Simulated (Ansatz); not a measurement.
# Ta(100) with 4 layers of random Ta-Zn, 2x2: scattering by chemical disorder, part 2 of 2

Wanted: resistance against the alloy's length, first Ta(100) with 4 layers of random Ta-Zn, 2x2.

Ansatz 0.2.0; Ansatz plane-wave DFT, PBE, PAW files; ballistic transport by layer matching (Landauer), zero bias; PAW set soft_1.

So far. Step 3 (With 8 alloy layers): Over the solved energies the transmission per spin lies between 3.49 and 3.75, out of 10.3 channels of the lead on average (up to 10.5).

## (4) With 12 alloy layers

In 12 layers a share of 0.125 of the sites is given to Zn at random. A fresh draw is used; the growth of the resistance with length is what counts.

System of this step: Ta(100) with 12 layers of random Ta-Zn, 2x2. The cell holds 88 atoms: 82 Ta and 6 Zn. Its edges and angles: a = 6.605 Å, b = 6.605 Å, c = 36.328 Å, α = 90.0°, β = 90.0°, γ = 90.0°. It derives from Ta. Regions: lead, 40 atoms (40 Ta); scattering region, 48 atoms (42 Ta and 6 Zn). The structure is stacked along c, and the current runs across the ab planes.

The input, input.yaml:

```yaml
crystal:
  lattice:
    - [6.60512, 0.0, 0.0]
    - [0.0, 6.60512, 0.0]
    - [0.0, 0.0, 36.32816]
  atoms:
    - { symbol: Ta, position: [0.0, 0.0, 0.0227272727] }
    - { symbol: Ta, position: [0.0, 0.5, 0.0227272727] }
    - { symbol: Ta, position: [0.5, 0.0, 0.0227272727] }
    - { symbol: Ta, position: [0.5, 0.5, 0.0227272727] }
    - { symbol: Ta, position: [0.25, 0.25, 0.0681818182] }
    - { symbol: Ta, position: [0.25, 0.75, 0.0681818182] }
    - { symbol: Ta, position: [0.75, 0.25, 0.0681818182] }
    - { symbol: Ta, position: [0.75, 0.75, 0.0681818182] }
    - { symbol: Ta, position: [0.0, 0.0, 0.1136363636] }
    - { symbol: Ta, position: [0.0, 0.5, 0.1136363636] }
    - { symbol: Ta, position: [0.5, 0.0, 0.1136363636] }
    - { symbol: Ta, position: [0.5, 0.5, 0.1136363636] }
    - { symbol: Ta, position: [0.25, 0.25, 0.1590909091] }
    - { symbol: Ta, position: [0.25, 0.75, 0.1590909091] }
    - { symbol: Ta, position: [0.75, 0.25, 0.1590909091] }
    - { symbol: Ta, position: [0.75, 0.75, 0.1590909091] }
    - { symbol: Ta, position: [0.0, 0.0, 0.2045454545] }
    - { symbol: Ta, position: [0.0, 0.5, 0.2045454545] }
    - { symbol: Ta, position: [0.5, 0.0, 0.2045454545] }
    - { symbol: Ta, position: [0.5, 0.5, 0.2045454545] }
    - { symbol: Ta, position: [0.25, 0.25, 0.25] }
    - { symbol: Ta, position: [0.25, 0.75, 0.25] }
    - { symbol: Ta, position: [0.75, 0.25, 0.25] }
    - { symbol: Ta, position: [0.75, 0.75, 0.25] }
    - { symbol: Ta, position: [0.0, 0.0, 0.2954545455] }
    - { symbol: Ta, position: [0.0, 0.5, 0.2954545455] }
    - { symbol: Ta, position: [0.5, 0.0, 0.2954545455] }
    - { symbol: Ta, position: [0.5, 0.5, 0.2954545455] }
    - { symbol: Ta, position: [0.25, 0.25, 0.3409090909] }
    - { symbol: Ta, position: [0.25, 0.75, 0.3409090909] }
    - { symbol: Ta, position: [0.75, 0.25, 0.3409090909] }
    - { symbol: Ta, position: [0.75, 0.75, 0.3409090909] }
    - { symbol: Ta, position: [0.0, 0.0, 0.3863636364] }
    - { symbol: Zn, position: [0.0, 0.5, 0.3863636364] }
    - { symbol: Ta, position: [0.5, 0.0, 0.3863636364] }
    - { symbol: Ta, position: [0.5, 0.5, 0.3863636364] }
    - { symbol: Ta, position: [0.25, 0.25, 0.4318181818] }
    - { symbol: Ta, position: [0.25, 0.75, 0.4318181818] }
    - { symbol: Ta, position: [0.75, 0.25, 0.4318181818] }
    - { symbol: Zn, position: [0.75, 0.75, 0.4318181818] }
    - { symbol: Ta, position: [0.0, 0.0, 0.4772727273] }
    - { symbol: Ta, position: [0.0, 0.5, 0.4772727273] }
    - { symbol: Zn, position: [0.5, 0.0, 0.4772727273] }
    - { symbol: Ta, position: [0.5, 0.5, 0.4772727273] }
    - { symbol: Ta, position: [0.25, 0.25, 0.5227272727] }
    - { symbol: Zn, position: [0.25, 0.75, 0.5227272727] }
    - { symbol: Ta, position: [0.75, 0.25, 0.5227272727] }
    - { symbol: Ta, position: [0.75, 0.75, 0.5227272727] }
    - { symbol: Ta, position: [0.0, 0.0, 0.5681818182] }
    - { symbol: Ta, position: [0.0, 0.5, 0.5681818182] }
    - { symbol: Zn, position: [0.5, 0.0, 0.5681818182] }
    - { symbol: Ta, position: [0.5, 0.5, 0.5681818182] }
    - { symbol: Ta, position: [0.25, 0.25, 0.6136363636] }
    - { symbol: Ta, position: [0.25, 0.75, 0.6136363636] }
    - { symbol: Ta, position: [0.75, 0.25, 0.6136363636] }
    - { symbol: Ta, position: [0.75, 0.75, 0.6136363636] }
    - { symbol: Ta, position: [0.0, 0.0, 0.6590909091] }
    - { symbol: Zn, position: [0.0, 0.5, 0.6590909091] }
    - { symbol: Ta, position: [0.5, 0.0, 0.6590909091] }
    - { symbol: Ta, position: [0.5, 0.5, 0.6590909091] }
    - { symbol: Ta, position: [0.25, 0.25, 0.7045454545] }
    - { symbol: Ta, position: [0.25, 0.75, 0.7045454545] }
    - { symbol: Ta, position: [0.75, 0.25, 0.7045454545] }
    - { symbol: Ta, position: [0.75, 0.75, 0.7045454545] }
    - { symbol: Ta, position: [0.0, 0.0, 0.75] }
    - { symbol: Ta, position: [0.0, 0.5, 0.75] }
    - { symbol: Ta, position: [0.5, 0.0, 0.75] }
    - { symbol: Ta, position: [0.5, 0.5, 0.75] }
    - { symbol: Ta, position: [0.25, 0.25, 0.7954545455] }
    - { symbol: Ta, position: [0.25, 0.75, 0.7954545455] }
    - { symbol: Ta, position: [0.75, 0.25, 0.7954545455] }
    - { symbol: Ta, position: [0.75, 0.75, 0.7954545455] }
    - { symbol: Ta, position: [0.0, 0.0, 0.8409090909] }
    - { symbol: Ta, position: [0.0, 0.5, 0.8409090909] }
    - { symbol: Ta, position: [0.5, 0.0, 0.8409090909] }
    - { symbol: Ta, position: [0.5, 0.5, 0.8409090909] }
    - { symbol: Ta, position: [0.25, 0.25, 0.8863636364] }
    - { symbol: Ta, position: [0.25, 0.75, 0.8863636364] }
    - { symbol: Ta, position: [0.75, 0.25, 0.8863636364] }
    - { symbol: Ta, position: [0.75, 0.75, 0.8863636364] }
    - { symbol: Ta, position: [0.0, 0.0, 0.9318181818] }
    - { symbol: Ta, position: [0.0, 0.5, 0.9318181818] }
    - { symbol: Ta, position: [0.5, 0.0, 0.9318181818] }
    - { symbol: Ta, position: [0.5, 0.5, 0.9318181818] }
    - { symbol: Ta, position: [0.25, 0.25, 0.9772727273] }
    - { symbol: Ta, position: [0.25, 0.75, 0.9772727273] }
    - { symbol: Ta, position: [0.75, 0.25, 0.9772727273] }
    - { symbol: Ta, position: [0.75, 0.75, 0.9772727273] }
kpoints:
  mp_grid: { grid: [4, 4, 1] }
hamiltonian:
  xc: pbe
  pseudopotentials: { kind: paw, azcp: { folder: soft_1 } }
scf:
  occupations: { method: fermi_dirac, width: 0.1 }
output:
  transmission: { leads: [[0, 4]], kmesh: [8, 8], e_range: [-0.05, 0.05], de: 0.05 }
  write_potential: true
  write_density: true
  volumetric_format: npy
```

The run is started by

```sh
ansatz run input.yaml --threads 4 --pin off --max-ram 15360MiB --backend cpu --events-out ev --progress --plain --runs-dir out
```

Numbers of over 12 decimals in the logs are rounded to 6 here.

What it wrote:

```text
[...]
Crystal: 88 atoms, lattice volume = 1584.911 Å³
Basis set: ecut = 420 eV, 30897 PW (Γ)
Bands: 683, of which v1, the nominal top of the filled ones, is band 569 counted from 1 (568 counted from 0)
Symmetry: 1 space group operations
[...]
k-points: 10 of 16 (time reversal used)
[...]
SCF iter   1: F=—  HF=-834465.357227 eV  |F-HF|=—  |Δ(HF+E_count)|=         —  Δρ=7.91e-2  dr2=2.01e3  ethr=3.10e-3  ⟨swp⟩=7.3  Hψ=28538  notcnv=0  defer=35
[...]
SCF iter  13: F=-834438.168094 eV  HF=-834438.168094 eV  |F-HF|=1.47e-8  |Δ(HF+E_count)|=   4.47e-8  Δρ=1.00e-6  dr2=1.89e-8  ethr=8.79e-12  ⟨swp⟩=15.3  Hψ=20345  notcnv=0
SCF 1 converged in 13 iterations: F = -834438.168094 eV  dr2 = 1.89e-8
[...]
transmission: 228 of 2278 steps passed
transmission: 456 of 2278 steps passed
[...]
transmission: 2278 of 2278 steps passed
SCF converged after 13 iterations
Free energy (F): -834438.168094 eV
[...]
Internal energy: -834434.634023 eV  (E = F + TS)
E sigma→0 (E₀):  -834436.401059 eV
Entropy (-TS):   -3.534070 eV (-40.160 meV/atom)
Fermi energy:    17.878424 eV
[...]
--- Band table (eV; the first three rows and the last of 10) ---
  k-point 0: bands = [... 565 lower, 18.5153, 18.5161, 18.5316, 18.5406, 18.5464, 18.5501, 18.5526, 18.5578, ... 110 higher]
  k-point 1: bands = [... 565 lower, 18.1302, 18.1418, 18.1584, 18.1800, 18.2012, 18.2378, 18.2505, 18.2567, ... 110 higher]
  k-point 2: bands = [... 565 lower, 17.7490, 17.7637, 17.7909, 17.8138, 17.8447, 17.8472, 17.8631, 17.8847, ... 110 higher]
  k-point 9: bands = [... 565 lower, 17.2625, 17.2627, 17.2709, 17.2760, 17.2815, 17.2831, 17.2904, 17.3001, ... 110 higher]
--- Transmission ---
  basis      : 377 plane waves across, 67 finite elements along
  points     : 34, standing for a mesh of 8 x 8
[...]
channels       : 1.048438e1 a spin
[...]
junction   : crystal 0 to crystal 0, 0.95 to 35.63 Å
    transmission   : 3.226830e0 a spin
[...]
```

Run time: 20 min. Hardware: 4 threads of AMD EPYC 9R14 (Zen 4), shared host; peak memory 8.9 GiB.

This step gave:

* free energy: -834438.1681 eV
* energy at zero smearing: -834436.4011 eV
* Fermi energy: 17.88 eV
* transmission per spin nearest the Fermi level: 3.227
* step of the lead's potential: 3.6 meV

Per spin. The transmission, zone mean by energy, zero at the Fermi level:

| energy (eV) | transmission, zone mean |
| --- | --- |
| -0.0500 | 3.35 |
| 0.0000 | 3.23 |
| 0.0500 | 3.05 |

Over the solved energies the transmission per spin lies between 3.05 and 3.35, out of 10.2 channels of the lead on average (up to 10.5).

## (5) The fit

This step: Ansatz plane-wave DFT, PBE, PAW files; ballistic transport by layer matching (Landauer), zero bias; residual resistivity from the slope of the area resistance, atoms on the host's lattice; PAW set soft_1 (Ansatz 0.2.0).

This step gave:

| Item | Value |
| --- | --- |
| resistivity | 46.83 µΩ cm |
| intercept | 0.3122 fΩ m² |
| scatter about the fit | 0.05211 fΩ m² |

Resistance, by row:

| run | length (Å) | T | channels N | RA (fΩ m²) |
| --- | --- | --- | --- | --- |
| n4 | 6.605 | 4.957 | 10.21 | 0.5847 |
| n8 | 13.21 | 3.635 | 10.34 | 1.005 |
| n12 | 19.82 | 3.209 | 10.21 | 1.203 |

Table of area resistance by length of the alloy:

| length of the alloy (Å) | area resistance (fΩ m²) |
| --- | --- |
| 6.61 | 0.585 |
| 13.21 | 1.00 |
| 19.82 | 1.20 |

The area resistance goes from 0.58 to 1.2 fΩ m² between 6.6 and 19.8 Å, a slope of 47 µΩ cm.

By hand from the end points: (1.203 − 0.5847) fΩ m² / (19.82 − 6.61) Å = 47 µΩ cm, since 1 fΩ m² per Å is 1000 µΩ cm.

## (6) Outcome

| Item | Value |
| --- | --- |
| resistivity from the slope | 46.8 µΩ cm |
| area resistance over 6.61 Å | 0.585 fΩ m² |
| area resistance over 13.2 Å | 1.00 fΩ m² |
| area resistance over 19.8 Å | 1.20 fΩ m² |

**Reading.** The slope gives 47 µΩ cm. The points scatter by 0.052 fΩ m² about the line, with one random draw a length in a 2x2 cell, so the slope is a rough value. The lead's own channel count moves between the runs (10.2, 10.3 and 10.2), which shifts RA and the slope too. Read with a model of isotropic scattering on a spherical Fermi surface and the lead's 1.8×10¹⁵ S/m², this slope means a mean free path near 8.9 Å; over these lengths the model's slope is within 3 % of its bulk resistivity. The draw over the shortest length came out nearly ordered, with 32 symmetry operations, so that point is a poor sample of a random alloy. The atoms sit on the host's lattice, so scattering by size misfit is left out. Spin-orbit coupling is left out, which matters for Ta.

[Logs are printed without paths, hosts, clocks, repeated set-up lines and the standing remarks that a program may print on its own settings, such as how far it seeks lower states.]

[Hosts, paths, dates, database ids (printed as entryN), source tags and the programs' standing remarks are cut or masked in the printed files.]
